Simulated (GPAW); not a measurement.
# A GW chain in GPAW: CaO (Fm-3m), part 2 of 2

Wanted: ground state, empty states, screening and self-energy for CaO (Fm-3m).

GPAW 26.7.0; PBE and many-body steps on it, plane waves. Known limits of the many-body steps: not at the basis limit.

So far. Step 3 (Bands along the symmetry lines): The gap is 3.693 eV, as in the run before at this level. Step 4 (Empty states on the mesh, 6×6×6 mesh, 126 bands): On this mesh the gap is 3.693 eV.

### 5. Screening and self-energy, 6×6×6 mesh, 116 bands, screening to 150 eV

G0W0 replaces the xc potential by the self-energy, built once from these orbitals. Only a window of levels is corrected, while the sums run over the empty bands that the input names.

This step: G0W0 on PBE, plane waves, PAW.

run.py

```python
import json
import numpy as np
from gpaw.mpi import world
from gpaw.response.g0w0 import G0W0

gw = G0W0('full.gpw',
    filename='gw',
    kpts=[0, 12],
    bands=(6, 10),
    ecut=150,
    nbands=116,
    integrate_gamma='WS',
    ppa=True)
gw.calculate()
res = {mode: {k: v for k, v in r.items() if k != 'sigma_eskwn'}
       for mode, r in gw.all_results.items()}

if world.rank == 0:
    with open('result.json', 'w') as f:
        json.dump(res, f, default=lambda x: x.tolist())
```

Command:

```sh
$ mpirun -n 4 gpaw python run.py
```

Numbers of over 12 decimals in the logs are rounded to 6 here.

Log:

```text
Using integrator: PointIntegrator
FrequencyGridDescriptor(from 0.000+0.000j to 0.000+27.211j eV, 2 points)
Nonperiodic BCs:  [False False False]
Using integrator: PointIntegrator
FrequencyGridDescriptor(from 0.000+0.000j to 0.000+27.211j eV, 2 points)
Nonperiodic BCs:  [False False False]
  ___  _ _ _
 |   || | | |
 | | || | | |
 |__ ||_____|
 |___|

BZ k-points: Symmetries present (total): 48

  [... matrices ...]
216 k-points: 6 x 6 x 6 Monkhorst-Pack grid + [1/12,1/12,1/12]
16 k-points in the irreducible part of the Brillouin zone
       k-points in crystal coordinates                weights
   0:     0.00000000    0.00000000    0.00000000          1/216
   1:     0.16666667    0.16666667    0.00000000          6/216
   2:     0.16666667    0.16666667    0.16666667          8/216
   3:     0.33333333    0.16666667    0.16666667         12/216
   4:     0.33333333    0.33333333   -0.33333333         12/216
   5:     0.33333333    0.33333333    0.00000000          6/216
   6:     0.33333333    0.33333333    0.16666667         24/216
   7:     0.33333333    0.33333333    0.33333333          8/216
   8:     0.50000000    0.33333333   -0.33333333         24/216
   9:     0.50000000    0.33333333   -0.16666667         12/216
          ...
  15:     0.50000000    0.50000000    0.50000000          4/216

Distributing spins, k-points and bands (1 x 2 x 4) over 4 processes
Number of blocks: 1

Quasi particle states:
k-points (IBZ indices): [0, 12]
Band range: (6, 10)
  [... matrices ...]
Computational parameters:
Plane wave cut-off: 150 eV
Number of bands: 116
Coulomb cutoff: None
Broadening: 0.1 eV

fxc modes: GW
Kernel: RPA
Using Godby-Needs plasmon-pole approximation:
  Fitting energy: i*E0, E0 = 1.000 Hartree
Summing all q:

Calculating screened Coulomb potential
No Coulomb truncation
FrequencyGridDescriptor(from 0.000+0.000j to 0.000+27.211j eV, 2 points)
Removing empty qpoint cache files...

Calculating chi0 body with:
    Ground state adapter containing:
    Number of spins: 1
    Number of kpoints: 216
    Number of irreducible kpoints: 16
    Number of completely occupied states: 8
    Number of partially occupied states: 8
    Occupied states memory: 0.9765625 M / cpu

    Linear response parametrization:
    q_c: [1.3877787807814457e-17, 1.3877787807814457e-17, 1.3877787807814457e-17]
    Number of frequency points: 2
    Planewave cutoff: 150.0
    Number of bands: 116
    Number of planewaves: 113
    Broadening (eta): 1e-06
    comm.size: 4
    kncomm.size: 4
    blockcomm.size: 1

    Memory estimate of potentially large arrays:
        chi0_wGG: 0.389679 M / cpu
Integrating chi0 body.

Symmetries of q_c:
    Direct symmetries (Uq -> q): 48
    Indirect symmetries (TUq -> q): 0
In total 48 allowed symmetries.

  [... matrices ...]
16 groups of equivalent kpoints. 92.592593% reduction.

Integral kind: response function
Integrating chi0 head and wings.

Symmetries of q_c:
    Direct symmetries (Uq -> q): 48
    Indirect symmetries (TUq -> q): 0
In total 48 allowed symmetries.

  [... matrices ...]
16 groups of equivalent kpoints. 92.592593% reduction.

Integral kind: response function wings

Calculating chi0 body with:
    Ground state adapter containing:
    Number of spins: 1
    Number of kpoints: 216
    Number of irreducible kpoints: 16
    Number of completely occupied states: 8
    Number of partially occupied states: 8
[... the further q-points ...]

Results:
f:      Occupation numbers
eps:     KS-eigenvalues [eV]
vxc:     KS vxc [eV]
exx:     Exact exchange [eV]
sigma:   Self-energies [eV]
dsigma:  Self-energy derivatives
Z:       Renormalization factors
qp:      QP-energies [eV]

k-point 0 (0): (0.000, 0.000, 0.000)                GW
band       f     eps     vxc     exx   sigma  dsigma       Z      qp
                                                                   GW
   6   1.000   4.744 -20.206 -25.429   4.006  -0.272   0.786   3.787
   7   1.000   4.744 -20.206 -25.429   4.006  -0.272   0.786   3.787
   8   0.000   9.447 -12.103  -7.565  -3.806  -0.181   0.847  10.068
   9   0.000  10.974 -14.929  -7.731  -4.560  -0.200   0.834  13.174

k-point 1 (12): (0.500, 0.500, 0.000)                GW
band       f     eps     vxc     exx   sigma  dsigma       Z      qp
                                                                   GW
   6   1.000   4.370 -19.806 -25.180   4.028  -0.269   0.788   3.309
   7   1.000   4.370 -19.806 -25.180   4.028  -0.269   0.788   3.309
   8   0.000   8.437 -12.146  -6.378  -4.051  -0.178   0.849   9.895
   9   0.000  12.740 -17.568  -9.986  -4.609  -0.210   0.826  15.196
```

The job ended after 62 s (4 MPI ranks of Arm Neoverse V1, shared host; peak memory 1.1 GiB).

This step gave:

- G0W0 gap on the points computed: 6.108 eV
- least direct G0W0 gap on the computed points: 6.281 eV
- Z at the valence top: 0.7864
- Z at the conduction bottom: 0.8486
- starting gap on the mesh: 3.693 eV
- k of the valence top: 0, 0, 0
- k of the conduction bottom: 0.5, 0.5, 0

The gap on the mesh goes from 3.69 eV to 6.11 eV, a correction of +2.42 eV.

Limits: finite bands, cutoff and mesh. v1 is the top filled band, c1 the lowest empty one. The levels before and after the correction (eV, zero at the valence-band top of each column):

```csv
,conduction bottom,valence top
Kohn-Sham,3.69,0.00
G0W0,6.11,0.00
```

```csv
,level,energy (eV)
Kohn-Sham,Γ v2-v1,0.000
Kohn-Sham,Γ c1,4.703
Kohn-Sham,Γ c2,6.230
Kohn-Sham,(0.5 0.5 0) v2-v1,-0.375
Kohn-Sham,(0.5 0.5 0) c1,3.693
Kohn-Sham,(0.5 0.5 0) c2,7.995
G0W0,Γ v2-v1,0.000
G0W0,Γ c1,6.281
G0W0,Γ c2,9.387
G0W0,(0.5 0.5 0) v2-v1,-0.478
G0W0,(0.5 0.5 0) c1,6.108
G0W0,(0.5 0.5 0) c2,11.409
```

### 6. Where the time went

Times are wall times on 4 MPI ranks of Arm Neoverse V1, shared host, good to a factor of about two.

```csv
step,time,share,memory (GiB)
ground state,5 s,6 %,0.59
bands along the symmetry lines,4.9 s,6 %,0.63
empty states on the mesh,7.4 s,9 %,0.97
screening and self-energy,62 s,78 %,1.1
```

### 7. Results

- PBE gap: 3.69 eV, indirect
- G0W0 gap on the mesh: 6.11 eV
- GW settings: 6×6×6 mesh, 116 bands, screening to 150 eV, Godby-Needs plasmon pole
- known limits: not at the basis limit

What this shows: G0W0 moves the gap on the mesh from 3.69 eV to 6.11 eV (+2.42 eV), with Z of 0.79 and 0.85 at the edges. Only 2 of the mesh's irreducible points were corrected, so a valley elsewhere could overtake. The dearest step here is «screening and self-energy». Bands and cutoff are finite, so the gap is not at the basis limit. The miss can reach some tenths of an eV and take either sign; the mesh is an error of its own. These stock PAW sets were not made for GW. In the G0W0 run levels were corrected at 2 k points alone, so a gap called «on the mesh» is the least over those, and an edge elsewhere would be missed.

[Paths, hosts, dates, memory and timing lines, banners, echoed tables and standing remarks are left out of the program output.]

[Logs are printed without paths, hosts, clocks, repeated set-up lines and the standing remarks that a program may print on its own settings, such as how far it seeks lower states.]

[Runs of the session that timed out or met a known fault of the program may be left out.]

[Hosts, paths, dates, database ids (printed as entryN), source tags and the programs' standing remarks are cut or masked in the printed files.]
